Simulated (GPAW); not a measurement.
# SnSe (Fm-3m) in GPAW: relaxation of cell and atoms with BLYP+D3(BJ)

Aim: the relaxation of cell and atoms of SnSe with BLYP+D3(BJ).

All numbers are computed with GPAW 26.7.0; they aren't measurements. Logs are shortened: lines on timing, memory, paths and dates and some standing lists are left out, and cuts for length are marked. The log counts tension as positive stress, the text compression.

**1. Starting point**

It takes space group Fm-3m (No. 225, cubic). The conventional cell has a = 6.020 Å, b = 6.020 Å, c = 6.020 Å, α = 90.00°, β = 90.00°, γ = 90.00°. Around Sn (site symmetry m-3m) lie 6 Se at 3.01 Å. Se (site symmetry m-3m) has 6 Sn at 3.01 Å as nearest neighbours.

Measurements of this composition are mostly on another form, of space group No. 62.

**2. Relaxation of cell and atoms, BLYP+D3(BJ)**

run.py reads:

```python
from ase.calculators.mixing import SumCalculator
from ase.filters import FrechetCellFilter
from ase.io import read, write
from ase.optimize import BFGS
from dftd3.ase import DFTD3
from gpaw import GPAW, PW, setup_paths

setup_paths.insert(0, '.')

atoms = read('SnSe.xyz')

calc = GPAW(mode=PW(600),
            xc='BLYP',
            kpts={'size': (8, 8, 8), 'gamma': True},
            occupations={'name': 'fermi-dirac', 'width': 0.05},
            nbands=19,
            convergence={'density': 1e-05, 'forces': 0.0001},
            eigensolver='davidson',
            maxiter=150,
            txt='gpaw.txt')
atoms.calc = SumCalculator([calc, DFTD3(method='blyp', damping='d3bj')])
opt = BFGS(FrechetCellFilter(atoms), trajectory='relax.traj', logfile='-')
done = opt.run(fmax=0.02, steps=100)
calc.write('gs.gpw')
write('result.traj', atoms)
print('Converged:', done)
print('Cell:', atoms.cell.cellpar().round(4))
print('Volume:', round(atoms.get_volume(), 4))
print(atoms.get_scaled_positions().round(5))
```

SnSe.xyz reads:

```xyz
2
Lattice="0.0000000000 3.0100000000 3.0100000000 3.0100000000 0.0000000000 3.0100000000 3.0100000000 3.0100000000 0.0000000000" Properties=species:S:1:pos:R:3 pbc="T T T"
Sn     0.0000000000      0.0000000000      0.0000000000
Se     3.0100000000      3.0100000000      3.0100000000
```

Potentials or basis: PAW data sets generated in the run's folder for this functional, pw.

Started as:

```
gpaw-setup -f BLYP Se Sn
OMP_NUM_THREADS=1 python run.py
```

gpaw.txt:

```text
__  _  _
 | _ |_)|_||  |
 |__||  | ||/\| - 26.7.0

Input parameters:
  mode=PW(ecut=600.0),
  convergence={'density': 1e-05, 'forces': 0.0001},
  eigensolver=Davidson(niter=2),
  kpts=MonkhorstPack(size=(8, 8, 8), gamma=True),
  maxiter=150,
  nbands=19,
  occupations=Occupations(name='fermi-dirac', width=0.05),
  xc=XC(name='BLYP')

Diagonalizing LCAO Hamiltonian
Converting LCAO to pw mode

                Se

       Sn

Atoms  # Å, Bohr magnetons
|   | symbol |        x |        y |        z |    initial magnetic moments |
|---|--------|----------|----------|----------|-----------------------------|
| 0 |     Sn | 0.000000 | 0.000000 | 0.000000 | ( 0.0000,  0.0000,  0.0000) |
| 1 |     Se | 3.010000 | 3.010000 | 3.010000 | ( 0.0000,  0.0000,  0.0000) |

Unit cell  # Å
| periodic |        x |        y |        z |  lengths |    angles |
|----------|----------|----------|----------|----------|-----------|
|      yes | 0.000000 | 3.010000 | 3.010000 | 4.256783 | 60.000000 |
|      yes | 3.010000 | 0.000000 | 3.010000 | 4.256783 | 60.000000 |
|      yes | 3.010000 | 3.010000 | 0.000000 | 4.256783 | 60.000000 |

Number of symmetries: 48
Symmetry operations  # r_c * U_cc + t_c -> r_c
|    | kind |            matrix            |
|----|------|------------------------------|
|  0 |  σ   |  1, 0, 0,  1, 0,-1,  1,-1, 0 |
|  1 |  C2  |  1, 0, 0,  1,-1, 0,  1, 0,-1 |
|  2 |  E   |  1, 0, 0,  0, 1, 0,  0, 0, 1 |
|  3 |  σ   |  1, 0, 0,  0, 0, 1,  0, 1, 0 |
|  4 |  C4  |  1, 0,-1,  1, 0, 0,  1,-1, 0 |
|  5 |  S6  |  1, 0,-1,  1,-1, 0,  1, 0, 0 |
|  6 |  σ   |  1, 0,-1,  0, 1,-1,  0, 0,-1 |
|  7 |  C3  |  1, 0,-1,  0, 0,-1,  0, 1,-1 |
|  8 |  S6  |  1,-1, 0,  1, 0, 0,  1, 0,-1 |
|  9 |  C4  |  1,-1, 0,  1, 0,-1,  1, 0, 0 |
| 10 |  C3  |  1,-1, 0,  0,-1, 1,  0,-1, 0 |
| 11 |  σ   |  1,-1, 0,  0,-1, 0,  0,-1, 1 |
| 12 |  σ   |  0, 1, 0,  1, 0, 0,  0, 0, 1 |
| 13 |  C4  |  0, 1, 0,  0, 1,-1, -1, 1, 0 |
[... 160 lines left out ...]
convergence criteria:
- Maximum integral of absolute [dens]ity change: 1e-05 electrons / valence electron
- Maximum change in the atomic [forces] across last 2 cycles: 0.0001 eV/Ang OR
Maximum error relative to the maximum force is below inf
- Maximum [total energy] change in last 3 cyles: 0.0005 eV / valence electron
- Maximum integral of absolute [eigenst]ate change: 4e-08 eV^2 / valence electron
maximum number of iterations: 150

SCF iterations
|iter     | |      energy | eigst |  dens |force |
|---------|-|-------------|-------|-------|------|
|iter:   1| |   -7.391770 | -0.25 |       |      |
|iter:   2| |   -7.339115 | -1.95 | -1.24 |      |
|iter:   3| |   -7.172790 | -2.18 | -1.29 |      |
|iter:   4| |   -7.174873 | -3.79 | -1.91 |      |
|iter:   5| |   -7.175691c| -4.37 | -2.26 |      |
|iter:   6| |   -7.175700c| -5.63 | -3.38 |      |
|iter:   7| |   -7.175702c| -6.83 | -3.81 |      |
|iter:   8| |   -7.175703c| -7.61c| -4.34 |      |
|iter:   9| |   -7.175703c| -8.38c| -5.21c|      |
|iter:  10| |   -7.175703c| -9.09c| -5.74c|-22.68c|

Converged in 10 steps
Energy contributions relative to reference atoms: (reference = -234142.921738)

Energy contributions:
  Kinetic:          18.359556
  Coulomb:         -18.042467
  Zero:              0.044189
  External:          0.000000
  Xc:               -7.536898
  Entropy:          -0.000165
  Spinorbit:         0.000000
  ----------------------------
  Free energy:      -7.175785
  Extrapolated:     -7.175703
[... 32 lines left out ...]
Stress tensor  # eV/Ang^3
|         x |         y |         z |
|-----------|-----------|-----------|
| -0.029240 |  0.000000 |  0.000000 |
|  0.000000 | -0.029240 |  0.000000 |
|  0.000000 |  0.000000 | -0.029240 |

Forces  # eV/Ang
|       x |       y |        z |
|---------|---------|----------|
| 0.00000 | 0.00000 | -0.00000 |  # Sn   0
| 0.00000 | 0.00000 | -0.00000 |  # Se   1

Interpolating wave functions to new cell

                Se

       Sn

Atoms  # Å, Bohr magnetons
|   | symbol |        x |        y |         z |    initial magnetic moments |
|---|--------|----------|----------|-----------|-----------------------------|
| 0 |     Sn | 0.000000 | 0.000000 | -0.000000 | ( 0.0000,  0.0000,  0.0000) |
| 1 |     Se | 3.008981 | 3.008981 |  3.008981 | ( 0.0000,  0.0000,  0.0000) |

Unit cell  # Å
| periodic |        x |        y |        z |  lengths |    angles |
|----------|----------|----------|----------|----------|-----------|
|      yes | 0.000000 | 3.008981 | 3.008981 | 4.255342 | 60.000000 |
|      yes | 3.008981 | 0.000000 | 3.008981 | 4.255342 | 60.000000 |
|      yes | 3.008981 | 3.008981 | 0.000000 | 4.255342 | 60.000000 |

Number of symmetries: 48
Symmetry operations  # r_c * U_cc + t_c -> r_c
|    | kind |            matrix            |
|----|------|------------------------------|
|  0 |  σ   |  1, 0, 0,  1, 0,-1,  1,-1, 0 |
|  1 |  C2  |  1, 0, 0,  1,-1, 0,  1, 0,-1 |
|  2 |  E   |  1, 0, 0,  0, 1, 0,  0, 0, 1 |
|  3 |  σ   |  1, 0, 0,  0, 0, 1,  0, 1, 0 |
|  4 |  C4  |  1, 0,-1,  1, 0, 0,  1,-1, 0 |
|  5 |  S6  |  1, 0,-1,  1,-1, 0,  1, 0, 0 |
|  6 |  σ   |  1, 0,-1,  0, 1,-1,  0, 0,-1 |
|  7 |  C3  |  1, 0,-1,  0, 0,-1,  0, 1,-1 |
|  8 |  S6  |  1,-1, 0,  1, 0, 0,  1, 0,-1 |
|  9 |  C4  |  1,-1, 0,  1, 0,-1,  1, 0, 0 |
| 10 |  C3  |  1,-1, 0,  0,-1, 1,  0,-1, 0 |
| 11 |  σ   |  1,-1, 0,  0,-1, 0,  0,-1, 1 |
| 12 |  σ   |  0, 1, 0,  1, 0, 0,  0, 0, 1 |
| 13 |  C4  |  0, 1, 0,  0, 1,-1, -1, 1, 0 |
[... 160 lines left out ...]
convergence criteria:
- Maximum integral of absolute [dens]ity change: 1e-05 electrons / valence electron
- Maximum change in the atomic [forces] across last 2 cycles: 0.0001 eV/Ang OR
Maximum error relative to the maximum force is below inf
- Maximum [total energy] change in last 3 cyles: 0.0005 eV / valence electron
- Maximum integral of absolute [eigenst]ate change: 4e-08 eV^2 / valence electron
maximum number of iterations: 150

SCF iterations
|iter     | |      energy | eigst |  dens |force |
|---------|-|-------------|-------|-------|------|
|iter:   1| |   -7.174118 |       |       |      |
|iter:   2| |   -7.174109 | -6.11 | -3.18 |      |
|iter:   3| |   -7.174067c| -5.84 | -3.22 |      |
|iter:   4| |   -7.174066c| -6.98 | -4.05 |      |
|iter:   5| |   -7.174066c| -7.22 | -4.39 |      |
|iter:   6| |   -7.174066c| -7.62c| -4.75 |      |
|iter:   7| |   -7.174066c| -8.41c| -5.36c|      |
|iter:   8| |   -7.174066c| -9.40c| -6.01c|-22.79c|

Converged in 8 steps
Energy contributions relative to reference atoms: (reference = -234142.921738)

Energy contributions:
  Kinetic:          18.440773
  Coulomb:         -18.108061
  Zero:              0.044250
  External:          0.000000
  Xc:               -7.550947
  Entropy:          -0.000161
  Spinorbit:         0.000000
  ----------------------------
  Free energy:      -7.174147
  Extrapolated:     -7.174066
[... 32 lines left out ...]
Stress tensor  # eV/Ang^3
|         x |         y |         z |
|-----------|-----------|-----------|
| -0.029618 |  0.000000 |  0.000000 |
|  0.000000 | -0.029618 |  0.000000 |
|  0.000000 |  0.000000 | -0.029618 |

Forces  # eV/Ang
|        x |        y |        z |
|----------|----------|----------|
| -0.00000 | -0.00000 | -0.00000 |  # Sn   0
| -0.00000 |  0.00000 |  0.00000 |  # Se   1

Interpolating wave functions to new cell

                Se

       Sn

Atoms  # Å, Bohr magnetons
|   | symbol |        x |        y |        z |    initial magnetic moments |
|---|--------|----------|----------|----------|-----------------------------|
| 0 |     Sn | 0.000000 | 0.000000 | 0.000000 | ( 0.0000,  0.0000,  0.0000) |
| 1 |     Se | 3.004386 | 3.004386 | 3.004386 | ( 0.0000,  0.0000,  0.0000) |

Unit cell  # Å
| periodic |         x |         y |         z |  lengths |    angles |
|----------|-----------|-----------|-----------|----------|-----------|
|      yes | -0.000000 |  3.004386 |  3.004386 | 4.248844 | 60.000000 |
|      yes |  3.004386 | -0.000000 |  3.004386 | 4.248844 | 60.000000 |
|      yes |  3.004386 |  3.004386 | -0.000000 | 4.248844 | 60.000000 |

Number of symmetries: 48
Symmetry operations  # r_c * U_cc + t_c -> r_c
|    | kind |            matrix            |
|----|------|------------------------------|
|  0 |  σ   |  1, 0, 0,  1, 0,-1,  1,-1, 0 |
|  1 |  C2  |  1, 0, 0,  1,-1, 0,  1, 0,-1 |
|  2 |  E   |  1, 0, 0,  0, 1, 0,  0, 0, 1 |
|  3 |  σ   |  1, 0, 0,  0, 0, 1,  0, 1, 0 |
|  4 |  C4  |  1, 0,-1,  1, 0, 0,  1,-1, 0 |
|  5 |  S6  |  1, 0,-1,  1,-1, 0,  1, 0, 0 |
|  6 |  σ   |  1, 0,-1,  0, 1,-1,  0, 0,-1 |
|  7 |  C3  |  1, 0,-1,  0, 0,-1,  0, 1,-1 |
|  8 |  S6  |  1,-1, 0,  1, 0, 0,  1, 0,-1 |
|  9 |  C4  |  1,-1, 0,  1, 0,-1,  1, 0, 0 |
| 10 |  C3  |  1,-1, 0,  0,-1, 1,  0,-1, 0 |
| 11 |  σ   |  1,-1, 0,  0,-1, 0,  0,-1, 1 |
| 12 |  σ   |  0, 1, 0,  1, 0, 0,  0, 0, 1 |
| 13 |  C4  |  0, 1, 0,  0, 1,-1, -1, 1, 0 |
[... 160 lines left out ...]
convergence criteria:
- Maximum integral of absolute [dens]ity change: 1e-05 electrons / valence electron
- Maximum change in the atomic [forces] across last 2 cycles: 0.0001 eV/Ang OR
Maximum error relative to the maximum force is below inf
- Maximum [total energy] change in last 3 cyles: 0.0005 eV / valence electron
- Maximum integral of absolute [eigenst]ate change: 4e-08 eV^2 / valence electron
maximum number of iterations: 150

SCF iterations
|iter     | |      energy | eigst |  dens |force |
|---------|-|-------------|-------|-------|------|
|iter:   1| |   -7.167543 |       |       |      |
|iter:   2| |   -7.167372 | -4.81 | -2.53 |      |
|iter:   3| |   -7.166474c| -4.53 | -2.57 |      |
|iter:   4| |   -7.166452c| -5.69 | -3.40 |      |
|iter:   5| |   -7.166454c| -5.92 | -3.75 |      |
|iter:   6| |   -7.166455c| -6.31 | -4.11 |      |
|iter:   7| |   -7.166456c| -7.12 | -4.71 |      |
|iter:   8| |   -7.166456c| -8.11c| -5.36c|      |
|iter:   9| |   -7.166456c| -8.60c| -5.87c|-23.24c|

Converged in 9 steps
Energy contributions relative to reference atoms: (reference = -234142.921738)
[... 44 lines left out ...]
Stress tensor  # eV/Ang^3
|         x |         y |         z |
|-----------|-----------|-----------|
| -0.031362 | -0.000000 |  0.000000 |
| -0.000000 | -0.031362 |  0.000000 |
|  0.000000 |  0.000000 | -0.031362 |

Forces  # eV/Ang
|        x |       y |       z |
|----------|---------|---------|
| -0.00000 | 0.00000 | 0.00000 |  # Sn   0
| -0.00000 | 0.00000 | 0.00000 |  # Se   1

# Writing to gs.gpw (mode='')
```

It took 44 s on 1 thread of Arm Neoverse V1, shared host; peak memory 0.23 GiB.

Results:

- Free energy: -8.8109 eV
- Relaxed volume: 27.12 Å³/atom
- Relaxed cell: a = 4.249 Å, b = 4.249 Å, c = 4.249 Å, α = 60.00°, β = 60.00°, γ = 60.00°
- Space group after relaxing (to 0.05 Å): Fm-3m (No. 225)
- Energy gained by relaxing: 0.1 meV/atom
- Ionic steps: 3
- Pressure after relaxing: 0.0 GPa
- Band gap on the k mesh: 0.41 eV, direct
- Dispersion energy per atom: -0.822 eV

The path:
```csv
step,energy change (eV),largest force (eV/Å),pressure (GPa),volume (Å³)
1,0.0000,0.0000,-0.28,54.54
2,-0.0001,0.0000,-0.23,54.49
3,-0.0002,0.0000,0.01,54.24
```

Final structure:
```xyz
2
Lattice="0.0000 3.0044 3.0044 3.0044 0.0000 3.0044 3.0044 3.0044 0.0000" Properties=species:S:1:pos:R:3 pbc="T T T"
Sn    0.0000    0.0000    0.0000
Se    3.0044    3.0044    3.0044
```

Caveat: later steps reuse the first step's grids; spin-orbit coupling is left out, which moves the levels of the heavy elements. A k mesh can miss the band edges.
